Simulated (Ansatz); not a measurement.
# Cr (Cr, fcc): the cost of one run

Method: DFT LDA (PW92), plane waves (420 eV) with PAW, scalar-relativistic; PAW files made under PBE, frozen cores solved again for the functional, in Ansatz 0.2.0.

### Step 1. Starting point

It takes space group Fm-3m (No. 225, cubic). The conventional cell has a = 3.633 Å, b = 3.633 Å, c = 3.633 Å, α = 90.00°, β = 90.00°, γ = 90.00°. Around Cr (site symmetry m-3m) lie 12 Cr at 2.57 Å.

As a file:

```cif
data_structure
_symmetry_space_group_name_H-M 'Fm-3m'
_symmetry_Int_Tables_number 225
_cell_length_a 3.6335
_cell_length_b 3.6335
_cell_length_c 3.6335
_cell_angle_alpha 90.000
_cell_angle_beta 90.000
_cell_angle_gamma 90.000
_cell_volume 47.97
loop_
_atom_site_label
_atom_site_type_symbol
_atom_site_symmetry_multiplicity
_atom_site_Wyckoff_symbol
_atom_site_fract_x
_atom_site_fract_y
_atom_site_fract_z
_atom_site_occupancy
Cr1 Cr 4 a 0.00000 0.00000 0.00000 1
```

The atoms start with moments of +1.5, -1.5 μB.

### Step 2. Relaxation of the cell

input.yaml

```yaml
crystal:
  lattice:
    - [2.5692628132, 0.0, 0.0]
    - [0.0, 2.5692628132, 0.0]
    - [0.0, 0.0, 3.6334863158]
  atoms:
    - { symbol: Cr, position: [0.0, 0.0, 0.0], spin: 1.5 }
    - { symbol: Cr, position: [0.5, 0.5, 0.5], spin: -1.5 }
hamiltonian:
  xc: lda
  pseudopotentials:
    kind: paw
    azcp:
      Cr: "pseudopotentials/Cr.paw.azcp"
basis:
  ecutwfc: 420
  fft_grid_basis: typed
kpoints:
  mp_grid: { grid: [12, 12, 9], shift: [0, 0, 0] }
magnetization:
  spin_polarized: true
scf:
  occupations: { method: fermi_dirac, width: 0.05 }
relax:
  max_steps: 60
  f_tol: 0.01
  cell: {}
```

Q: Estimate wall time and peak memory on 2 threads of Arm Neoverse V2, shared host.

About 60 s, with a peak of 0.39 GiB.
